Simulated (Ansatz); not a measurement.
# Fe3Ge (Fm-3m) in Ansatz: reference runs

Reference runs on Fe3Ge: the cell as given and a disturbed copy, and energy against volume gives the equilibrium volume and stiffness.

Everything below comes from runs of Ansatz 0.2.0. Logs are shortened: lines on timing, memory, paths and dates and some standing lists are left out, and cuts for length are marked.

### 1 The structure

Symmetry: Fm-3m, No. 225, cubic system. The conventional cell has a = 5.751 Å, b = 5.751 Å, c = 5.751 Å, α = 90.00°, β = 90.00°, γ = 90.00°. Around Ge (site symmetry m-3m) lie 8 Fe at 2.49 Å. Fe (site symmetry -43m) is surrounded by 4 Ge at 2.49 Å and 4 Fe at 2.49 Å. Fe (site symmetry m-3m) has 8 Fe at 2.49 Å as nearest neighbours.

The cell comes from a database or a generator and needn't be the stable form of this composition.

### 2 Single point, PBEsol, collinear spin, ferromagnetic start

Contents of input.yaml:

```yaml
crystal:
  lattice:
    - [0.0, 2.8755854299, 2.8755854299]
    - [2.8755854299, 0.0, 2.8755854299]
    - [2.8755854299, 2.8755854299, 0.0]
  atoms:
    - { symbol: Ge, position: [0.0, 0.0, 0.0] }
    - { symbol: Fe, position: [0.75, 0.75, 0.75], spin: 3.0 }
    - { symbol: Fe, position: [0.25, 0.25, 0.25], spin: 3.0 }
    - { symbol: Fe, position: [0.5, 0.5, 0.5], spin: 3.0 }
hamiltonian:
  xc: pbesol
  pseudopotentials: { kind: paw }
magnetization:
  spin_polarized: true
kpoints:
  mp_grid: { grid: [8, 8, 8] }
scf:
  occupations: { method: fermi_dirac, width: 0.05 }
output:
  forces: true
  stress: true
  eigenvalues: true
  write_density: true
  write_potential: true
  elf: true
  volumetric_format: npy
```

Potentials or basis: Ansatz PAW.

On the command line:

```sh
ansatz run input.yaml --threads 2 --pin off --max-ram 5632MiB --backend cpu --events-out ev --progress --plain --runs-dir out
```

Output:

```text
Warning: RAYON_NUM_THREADS=2 ignored (pool sized by the plan → 2); use --threads N
Engine: ansatz 0.2.0, aarch64-unknown-linux-gnu
Pseudopotentials: kind: paw
Pseudopotential: Ge, paw, valence charge 14, recommended cutoff 420 eV (normal), Ge.paw.azcp
Pseudopotential: Fe, paw, valence charge 16, recommended cutoff 420 eV (normal), Fe.paw.azcp
Functional definition: PBEsol
  exchange = pbesol_x
  correlation = pbesol_c
Crystal: 4 atoms, lattice volume = 47.556 Å³
Basis set: ecut = 420 eV, 941 PW (Γ), exchange–correlation on 60×60×60 points (8 copies of the dense FFT grid, shifted against one another)
Bands: 43, of which v1, the nominal top of the filled ones, is band 31 counted from 1 (30 counted from 0)
Symmetry: 48 space group operations
Space group: Fm-3m (ITA 225), of the structure as read, at distance tolerance 3.6e-5 Å
Magnetic group: BNS 225.116 (UNI 1618), of the structure as read, at distance tolerance 3.6e-5 Å
k-points: 29 of 512
Non-local potential: Ge, projectors of the file, l = 0: 2, l = 1: 2, l = 2: 3, l = 3: 1
Non-local potential: Fe, projectors of the file, l = 0: 3, l = 1: 2, l = 2: 3, l = 3: 1
PAW form: soft (Blöchl's): semilocal exchange-correlation on the pseudo side does not see the compensation charge
PAW frozen core: Ge, regenerated for the run's functional, and the local potential with it (the file was generated under x = pbe(κ = 0.804, μ = 0.2195149727645171), c = pbe(β = 0.06672455060314922))
PAW frozen core: Fe, regenerated for the run's functional, and the local potential with it (the file was generated under x = pbe(κ = 0.804, μ = 0.2195149727645171), c = pbe(β = 0.06672455060314922))
PAW one-centre angular grid: Ge, 590 points (default); XC on 64 Gauss nodes
PAW one-centre angular grid: Fe, 590 points (default); XC on 64 Gauss nodes
Initial density: superposition of atomic densities (chi_scale 0.1, normalization cell)
Starting moments: Σ|m| = 9 μB on 3 of 4 sites
Initial wavefunctions: pseudopotential atomic-orbital guess
Functional: x = pbesol(κ = 0.804, μ = 0.12345679012345678), c = pbesol(β = 0.046)
SCF iter   1: F=—  HF=-17599.436626 eV  |F-HF|=—  |Δ(HF+E_count)|=         —  Δρ=1.10e-1 (↑1.10e-1 ↓5.03e-2)  dr2=2.94e0  dr2_m=2.10e0  M=6.231 μB ∫|m|=6.469 μB  β_m=0.30  ethr=3.10e-3  ⟨swp⟩=5.3  Hψ=8129  notcnv=0  defer=11
Mixer restart at iter 1: flushing history
[... 14 lines left out ...]
SCF iter  13: F=—  HF=-17600.569384 eV  |F-HF|=—  |Δ(HF+E_count)|=   5.69e-8  Δρ=1.48e-5 (↑9.60e-6 ↓1.48e-5)  dr2=7.41e-8  dr2_m=5.21e-8  M=5.653 μB ∫|m|=6.050 μB  β_m=0.96  ethr=8.43e-11  ⟨swp⟩=2.2  Hψ=3618  notcnv=0  defer=152
SCF iter  14: F=-17600.569384 eV  HF=-17600.569384 eV  |F-HF|=2.50e-8  |Δ(HF+E_count)|=   3.32e-9  Δρ=5.01e-6 (↑4.40e-6 ↓5.01e-6)  dr2=3.22e-8  dr2_m=2.30e-9  M=5.654 μB ∫|m|=6.050 μB  ethr=8.43e-11  ⟨swp⟩=9.9  Hψ=14268  notcnv=0
SCF 1 converged in 14 iterations: F = -17600.569384 eV  dr2 = 3.22e-8
SCF converged after 14 iterations
Magnetization: 5.6537 μB (33.8269 up, 28.1731 down)
Absolute magnetization: 6.0506 μB (∫|ρ↑−ρ↓|, with the PAW one-centre terms)
Spin contamination: 0.0881 ħ² per cell (⟨S²⟩ above its minimum at these occupations)
Per-site moments (μB) at R_I (Å): [(-0.05209900972508182, 1.0272611386313908), (1.6147665864597505, 1.0272611386313908), (1.6147665864597511, 1.027261138631391), (2.5648368908808976, 1.027261138631391)]
Free energy (F): -17600.569384 eV
Harris-Foulkes:  -17600.569384 eV  (|F-HF|=2.50e-8)
Internal energy: -17600.536706 eV  (E = F + TS)
E sigma→0 (E₀):  -17600.553045 eV
Entropy (-TS):   -0.032679 eV (-8.170 meV/atom)
Fermi energy:    18.057182 eV
--- Per-component energies (eV) ---
  E_band       = -678.745241
  E_kinetic    = 1169.939665
  E_local      = -8140.542564  (includes V_loc(G=0)·N_el)
  E_nonlocal   = 1083.901284
  E_hartree    = 3470.730409
  E_xc         = -427.583711
  E_vxc        = -520.815582  (∫ρ·V_xc dr)
  E_paw        = -5988.127629  (= ΣΔE_a)
  E_vpaw       = -1212.705675  (= ΣTr[D̂ρ^β])
  E_aug_tail   = 0.002750  (compensation charges beyond the density's cutoff)
  E_ewald      = -8770.312452
  E_core_change = 1.455541  (= ΣΔE_core)
  E_smearing   = -0.032679  (= −TS)
  E_closure    = 0.000000  (closes the sum)
  Σ components = -17600.569384   (vs F -17600.569384, Δ=0.00e0)
--- Forces (eV/Å), atoms counted from 1 ---
  atom   1  Ge    -0.00000000     0.00000000     0.00000000
  atom   2  Fe     0.00000000    -0.00000000    -0.00000000
  atom   3  Fe    -0.00000000    -0.00000000     0.00000000
  atom   4  Fe     0.00000000     0.00000000     0.00000000
  max |Σ_I F_I| component: 1.85e-17 eV/Å
--- Stress (GPa, compression-positive) ---
      -10.986708       0.000000      -0.000000
        0.000000     -10.986708      -0.000000
       -0.000000       0.000000     -10.986708
  P = ⅓ Tr σ = -10.9867 GPa (-109.867 kbar)
--- Band table (eV; the first three rows and the last of 58) ---
  k-point 0 ↑: bands = ["-70.2311", "-69.2450", "-69.2330", "-36.4219", "-36.4219", "-36.4219", "-35.4754", "-35.4754", "-35.4754", "-35.4188", "-35.4188", "-35.4188", "-6.4776", "-6.4776", "-6.4776", "-6.4517", "-6.4517", "6.0923", "13.7658", "13.7658", "13.7718", "13.7718", "13.7718", "14.9189", "14.9189", "14.9189", "16.7012", "16.7012", "17.2538", "17.2538", "17.2538", "17.5115", "17.5115", "20.0644", "21.8620", "21.8620", "21.8620", "23.6553", "23.6553", "23.6553", "26.2378", "26.2378", "26.2378"]
  k-point 1 ↑: bands = ["-70.2309", "-69.2446", "-69.2335", "-36.4225", "-36.4225", "-36.4219", "-35.4730", "-35.4730", "-35.4715", "-35.4232", "-35.4206", "-35.4206", "-6.4779", "-6.4773", "-6.4773", "-6.4514", "-6.4514", "6.2897", "13.4891", "13.4936", "13.4936", "14.1826", "14.1826", "14.8693", "14.9032", "14.9032", "16.6772", "16.6772", "16.9972", "17.1017", "17.1017", "17.5213", "17.5213", "19.9594", "21.5016", "21.6845", "21.6845", "23.5728", "23.7417", "23.7417", "26.1977", "26.1977", "26.6608"]
  k-point 2 ↑: bands = ["-70.2304", "-69.2436", "-69.2350", "-36.4240", "-36.4240", "-36.4218", "-35.4666", "-35.4666", "-35.4624", "-35.4337", "-35.4257", "-35.4257", "-6.4786", "-6.4766", "-6.4766", "-6.4505", "-6.4505", "6.8479", "12.7060", "13.3627", "13.3627", "14.6113", "14.6113", "14.7066", "14.9445", "14.9445", "16.5864", "16.5864", "16.6261", "16.8371", "16.8371", "17.4390", "17.4390", "19.1768", "21.0176", "21.4279", "21.4279", "23.4089", "23.4089", "24.4690", "26.9474", "26.9474", "27.0774"]
  k-point 28 ↓: bands = ["-67.3768", "-67.3768", "-67.2488", "-33.7531", "-33.6903", "-33.6903", "-33.6704", "-33.6004", "-33.6002", "-33.4484", "-33.4484", "-33.4205", "-6.4892", "-6.4892", "-6.4837", "-6.4683", "-6.4641", "8.6620", "12.7534", "12.7534", "13.7620", "15.5197", "16.3724", "16.3724", "16.6381", "17.2801", "17.2801", "17.4524", "18.1545", "18.9051", "18.9145", "18.9145", "19.0288", "19.6358", "19.6358", "19.6638", "24.1936", "25.4335", "26.2575", "26.2575", "30.5222", "30.5222", "31.9032"]
```

rho_z.tsv:

```text
# z_ang	rho[e/angstrom^3]	rho_spin[e/angstrom^3]
# format = ansatz-planar-average/11
# lattice	0.000000000	2.875585430	2.875585430
# lattice	2.875585430	0.000000000	2.875585430
# lattice	2.875585430	2.875585430	0.000000000
# sites	4
# site	32	0.000000000	0.000000000	0.000000000
# site	26	4.313378145	4.313378145	4.313378145
# site	26	1.437792715	1.437792715	1.437792715
# site	26	2.875585430	2.875585430	2.875585430
0.000000	1.528182e0	5.512106e-3
0.135556	1.407292e0	8.487874e-3
0.271113	1.157236e0	1.818114e-2
0.406669	9.845279e-1	3.592970e-2
0.542226	9.948484e-1	6.183105e-2
0.677782	1.161400e0	9.312603e-2
[... 22 lines left out ...]
3.795579	1.157236e0	1.818114e-2
3.931136	1.407292e0	8.487874e-3
```

v_z.tsv:

```text
# z_ang	v_es[eV]	v_tot_up[eV]	v_tot_dn[eV]
# format = ansatz-planar-average/11
# xc	pbesol
# density_cutoff_ev	1680
# datasets	Ge=:simpson_from_first_knot:soft:shift=-1170623	Fe=:simpson_from_first_knot:soft:shift=-844433
# lattice	0.000000000	2.875585430	2.875585430
# lattice	2.875585430	0.000000000	2.875585430
# lattice	2.875585430	2.875585430	0.000000000
# sites	4
# site	32	0.000000000	0.000000000	0.000000000
# site	26	4.313378145	4.313378145	4.313378145
# site	26	1.437792715	1.437792715	1.437792715
# site	26	2.875585430	2.875585430	2.875585430
0.000000	9.412625e0	-3.050097e0	-3.008483e0
0.135556	9.225228e0	-3.282942e0	-3.241617e0
0.271113	8.778296e0	-3.833704e0	-3.791748e0
0.406669	8.305447e0	-4.412553e0	-4.370432e0
0.542226	7.964770e0	-4.831303e0	-4.794434e0
0.677782	7.831759e0	-5.016913e0	-4.980766e0
[... 22 lines left out ...]
3.795579	8.778296e0	-3.833704e0	-3.791748e0
3.931136	9.225228e0	-3.282942e0	-3.241617e0
```

It took 7.5 s on 2 threads of Arm Neoverse V2, shared host; peak memory 0.45 GiB.

What came out:

```
Free energy            : -17600.5694 eV
Pressure               : -11.0 GPa
Band gap on the k mesh : none (metal or under the smearing width)
Net moment             : 5.65 μB per cell
Absolute moment        : 6.05 μB per cell
Site moments           : Ge -0.05; Fe +1.61, +2.56 μB
```

Levels at points of the mesh, in eV from the Fermi level:
Spin up:
| k point | band 32 | band 33 | band 34 | band 35 | band 36 | band 37 |
| --- | --- | --- | --- | --- | --- | --- |
| (0.00, 0.00, 0.00) | -0.55 | -0.55 | 2.01 | 3.80 | 3.80 | 3.80 |
| (0.00, 0.00, -0.50) | -0.91 | -0.91 | -0.59 | 3.09 | 3.22 | 3.22 |
| (0.00, -0.50, -0.50) | -0.96 | -0.58 | -0.56 | -0.56 | -0.11 | 3.19 |
Spin down:
```
             k point  band 25  band 26  band 27  band 28  band 29  band 30  band 31  band 32
  (0.00, 0.00, 0.00)    -1.49    -1.49     0.68     0.68     0.68     1.36     1.36     1.39
 (0.00, 0.00, -0.50)    -1.34    -1.34    -0.58    -0.35    -0.35     1.00     1.00     1.23
(0.00, -0.50, -0.50)    -1.54    -1.32    -0.39    -0.39     0.07     0.52     0.89     1.04
```

Caveat: the PAW data sets come from PBE, with cores solved anew for the run's functional, which leaves a small shift of forces and pressure.

### 3 Single point, PBEsol, collinear spin, ferromagnetic start (atoms moved at random, drawn with an rms of 0.05 Å)

Contents of input.yaml:

```yaml
crystal:
  lattice:
    - [0.0, 2.8755854299, 2.8755854299]
    - [2.8755854299, 0.0, 2.8755854299]
    - [2.8755854299, 2.8755854299, 0.0]
  atoms:
    - { symbol: Ge, position: [0.000822, 0.008863, 0.001871] }
    - { symbol: Fe, position: [0.752855, 0.753008, 0.745026], spin: 3.0 }
    - { symbol: Fe, position: [0.24436, 0.258743, 0.251324], spin: 3.0 }
    - { symbol: Fe, position: [0.499382, 0.50946, 0.494051], spin: 3.0 }
hamiltonian:
  xc: pbesol
  pseudopotentials: { kind: paw }
magnetization:
  spin_polarized: true
kpoints:
  mp_grid: { grid: [8, 8, 8] }
scf:
  occupations: { method: fermi_dirac, width: 0.05 }
output:
  forces: true
  stress: true
  eigenvalues: true
```

Potentials or basis: Ansatz PAW.

On the command line:

```sh
ansatz run input.yaml --threads 2 --pin off --max-ram 5632MiB --backend cpu --events-out ev --progress --plain --runs-dir out
```

It took 81 s on 2 threads of Arm Neoverse V2, shared host; peak memory 1 GiB.

The run converged. Its results:

```yaml
Free_energy: -17600.5621 eV
Pressure: -10.9 GPa
Largest_force: 0.249 eV/Å
Band_gap_on_the_k_mesh: none (metal or under the smearing width)
Net_moment: 5.65 μB per cell
Absolute_moment: 6.05 μB per cell
Site_moments: Ge -0.05; Fe +1.61, +2.56 μB
```

Forces on the atoms (eV/Å):
```
Ge  -0.168 -0.149 -0.107
Fe   0.216  0.005  0.045
Fe  -0.078  0.068  0.124
Fe   0.030  0.076 -0.062
```

Stress tensor (GPa, compression positive):
```
-10.89   0.01   0.01
  0.01 -10.89   0.07
  0.01   0.07 -10.91
```

Levels at points of the mesh, in eV from the Fermi level:
Spin up:
| k point | band 32 | band 33 | band 34 | band 35 | band 36 | band 37 |
| --- | --- | --- | --- | --- | --- | --- |
| (0.00, 0.00, 0.00) | -0.55 | -0.55 | 2.01 | 3.79 | 3.81 | 3.82 |
| (0.00, 0.00, -0.50) | -0.97 | -0.90 | -0.62 | 3.08 | 3.18 | 3.24 |
| (0.00, -0.50, 0.00) | -0.97 | -0.89 | -0.62 | 3.07 | 3.19 | 3.24 |
| (0.00, -0.50, -0.50) | -0.97 | -0.59 | -0.56 | -0.55 | -0.11 | 3.19 |
| (-0.50, 0.00, 0.00) | -0.91 | -0.86 | -0.55 | 3.05 | 3.22 | 3.28 |
| (-0.50, 0.00, -0.50) | -0.96 | -0.61 | -0.56 | -0.53 | -0.11 | 3.19 |
| (-0.50, -0.50, 0.00) | -0.96 | -0.61 | -0.56 | -0.53 | -0.11 | 3.19 |
| (-0.50, -0.50, -0.50) | -0.94 | -0.86 | -0.57 | 3.07 | 3.20 | 3.26 |
Spin down:
```csv
k point,band 26,band 27,band 28,band 29,band 30,band 31
"(0.00, 0.00, 0.00)",-1.48,0.64,0.68,0.71,1.36,1.36
"(0.00, 0.00, -0.50)",-1.32,-0.60,-0.40,-0.33,0.93,1.00
"(0.00, -0.50, 0.00)",-1.32,-0.60,-0.40,-0.33,0.94,1.00
"(0.00, -0.50, -0.50)",-1.31,-0.40,-0.38,0.07,0.52,0.89
"(-0.50, 0.00, 0.00)",-1.33,-0.55,-0.36,-0.30,1.01,1.06
"(-0.50, 0.00, -0.50)",-1.32,-0.39,-0.38,0.08,0.53,0.89
"(-0.50, -0.50, 0.00)",-1.32,-0.39,-0.38,0.07,0.53,0.89
"(-0.50, -0.50, -0.50)",-1.32,-0.57,-0.38,-0.30,0.97,1.05
```

Caveat: the PAW data sets come from PBE, with cores solved anew for the run's functional, which leaves a small shift of forces and pressure.

### 4 Single point, PBEsol, collinear spin, ferromagnetic start, 11.18 Å³/atom (volume scaled by 0.94)

Contents of input.yaml:

```yaml
crystal:
  lattice:
    - [0.0, 2.8168835416, 2.8168835416]
    - [2.8168835416, 0.0, 2.8168835416]
    - [2.8168835416, 2.8168835416, 0.0]
  atoms:
    - { symbol: Ge, position: [0.0, 0.0, 0.0] }
    - { symbol: Fe, position: [0.75, 0.75, 0.75], spin: 3.0 }
    - { symbol: Fe, position: [0.25, 0.25, 0.25], spin: 3.0 }
    - { symbol: Fe, position: [0.5, 0.5, 0.5], spin: 3.0 }
hamiltonian:
  xc: pbesol
  pseudopotentials: { kind: paw }
magnetization:
  spin_polarized: true
kpoints:
  mp_grid: { grid: [8, 8, 8] }
scf:
  occupations: { method: fermi_dirac, width: 0.05 }
output:
  forces: true
  stress: true
  eigenvalues: true
```

On the command line:

```sh
ansatz run input.yaml --threads 2 --pin off --max-ram 5632MiB --backend cpu --events-out ev --progress --plain --runs-dir out
```

It took 6.5 s on 2 threads of Arm Neoverse V2, shared host; peak memory 0.43 GiB.

The run converged. Its results:

* Free energy: -17600.6856 eV
* Pressure: -0.4 GPa
* Band gap on the k mesh: none (metal or under the smearing width)
* Net moment: 5.05 μB per cell
* Absolute moment: 5.39 μB per cell
* Site moments: Ge -0.04; Fe +1.31, +2.53 μB

Caveat: the PAW data sets come from PBE, with cores solved anew for the run's functional, which leaves a small shift of forces and pressure.

### 5 Single point, PBEsol, collinear spin, ferromagnetic start, 11.41 Å³/atom (volume scaled by 0.96)

Edit input.yaml of step 4 so:

```diff
@@ -2,5 +2,5 @@
   lattice:
-    - [0.0, 2.8168835416, 2.8168835416]
-    - [2.8168835416, 0.0, 2.8168835416]
-    - [2.8168835416, 2.8168835416, 0.0]
+    - [0.0, 2.8367214032, 2.8367214032]
+    - [2.8367214032, 0.0, 2.8367214032]
+    - [2.8367214032, 2.8367214032, 0.0]
   atoms:
```

On the command line:

```sh
ansatz run input.yaml --threads 2 --pin off --max-ram 5632MiB --backend cpu --events-out ev --progress --plain --runs-dir out
```

Wall time 5.8 s (2 threads of Arm Neoverse V2, shared host); peak memory 0.44 GiB.

Results (log left out):

| Item | Value |
| --- | --- |
| Free energy | -17600.6692 eV |
| Pressure | -5.0 GPa |
| Band gap on the k mesh | none (metal or under the smearing width) |
| Net moment | 5.12 μB per cell |
| Absolute moment | 5.48 μB per cell |
| Site moments | Ge -0.04; Fe +1.35, +2.55 μB |

Caveat: the PAW data sets come from PBE, with cores solved anew for the run's functional, which leaves a small shift of forces and pressure.

### 6 Single point, PBEsol, collinear spin, ferromagnetic start, 11.65 Å³/atom (volume scaled by 0.98)

Edit input.yaml of step 5 so:

```diff
@@ -2,5 +2,5 @@
   lattice:
-    - [0.0, 2.8367214032, 2.8367214032]
-    - [2.8367214032, 0.0, 2.8367214032]
-    - [2.8367214032, 2.8367214032, 0.0]
+    - [0.0, 2.8562856173, 2.8562856173]
+    - [2.8562856173, 0.0, 2.8562856173]
+    - [2.8562856173, 2.8562856173, 0.0]
   atoms:
@@ -23 +23,5 @@
   eigenvalues: true
+  write_density: true
+  write_potential: true
+  elf: true
+  volumetric_format: npy
```

Potentials or basis: Ansatz PAW.

On the command line:

```sh
ansatz run input.yaml --threads 2 --pin off --max-ram 5632MiB --backend cpu --events-out ev --progress --plain --runs-dir out
```

Run time: 7.1 s. Hardware: 2 threads of Arm Neoverse V2, shared host; peak memory 0.44 GiB.

It converged, with:

```yaml
Free_energy: -17600.6283 eV
Pressure: -8.6 GPa
Band_gap_on_the_k_mesh: none (metal or under the smearing width)
Net_moment: 5.27 μB per cell
Absolute_moment: 5.66 μB per cell
Site_moments: Ge -0.05; Fe +1.42, +2.56 μB
```

Caveat: the PAW data sets come from PBE, with cores solved anew for the run's functional, which leaves a small shift of forces and pressure.

### 7 Single point, PBEsol, collinear spin, ferromagnetic start, 11.89 Å³/atom

Edit input.yaml of step 6 so:

```diff
@@ -2,5 +2,5 @@
   lattice:
-    - [0.0, 2.8562856173, 2.8562856173]
-    - [2.8562856173, 0.0, 2.8562856173]
-    - [2.8562856173, 2.8562856173, 0.0]
+    - [0.0, 2.8755854299, 2.8755854299]
+    - [2.8755854299, 0.0, 2.8755854299]
+    - [2.8755854299, 2.8755854299, 0.0]
   atoms:
```

On the command line:

```sh
ansatz run input.yaml --threads 2 --pin off --max-ram 5632MiB --backend cpu --events-out ev --progress --plain --runs-dir out
```

Wall time 7.2 s (2 threads of Arm Neoverse V2, shared host); peak memory 0.45 GiB.

The run converged. Its results:

| Item | Value |
| --- | --- |
| Free energy | -17600.5694 eV |
| Pressure | -11.0 GPa |
| Band gap on the k mesh | none (metal or under the smearing width) |
| Net moment | 5.65 μB per cell |
| Absolute moment | 6.05 μB per cell |
| Site moments | Ge -0.05; Fe +1.61, +2.56 μB |

Caveat: the PAW data sets come from PBE, with cores solved anew for the run's functional, which leaves a small shift of forces and pressure.

### 8 Single point, PBEsol, collinear spin, ferromagnetic start, 12.13 Å³/atom (volume scaled by 1.02)

Edit input.yaml of step 7 so:

```diff
@@ -2,5 +2,5 @@
   lattice:
-    - [0.0, 2.8755854299, 2.8755854299]
-    - [2.8755854299, 0.0, 2.8755854299]
-    - [2.8755854299, 2.8755854299, 0.0]
+    - [0.0, 2.894629597, 2.894629597]
+    - [2.894629597, 0.0, 2.894629597]
+    - [2.894629597, 2.894629597, 0.0]
   atoms:
@@ -23,5 +23 @@
   eigenvalues: true
-  write_density: true
-  write_potential: true
-  elf: true
-  volumetric_format: npy
```

On the command line:

```sh
ansatz run input.yaml --threads 2 --pin off --max-ram 5632MiB --backend cpu --events-out ev --progress --plain --runs-dir out
```

Wall time 5.8 s (2 threads of Arm Neoverse V2, shared host); peak memory 0.45 GiB.

Results (log left out):

```yaml
Free_energy: -17600.4974 eV
Pressure: -13.3 GPa
Band_gap_on_the_k_mesh: none (metal or under the smearing width)
Net_moment: 5.93 μB per cell
Absolute_moment: 6.35 μB per cell
Site_moments: Ge -0.06; Fe +1.76, +2.57 μB
```

Caveat: the PAW data sets come from PBE, with cores solved anew for the run's functional, which leaves a small shift of forces and pressure.

[end of part 1 of 2]
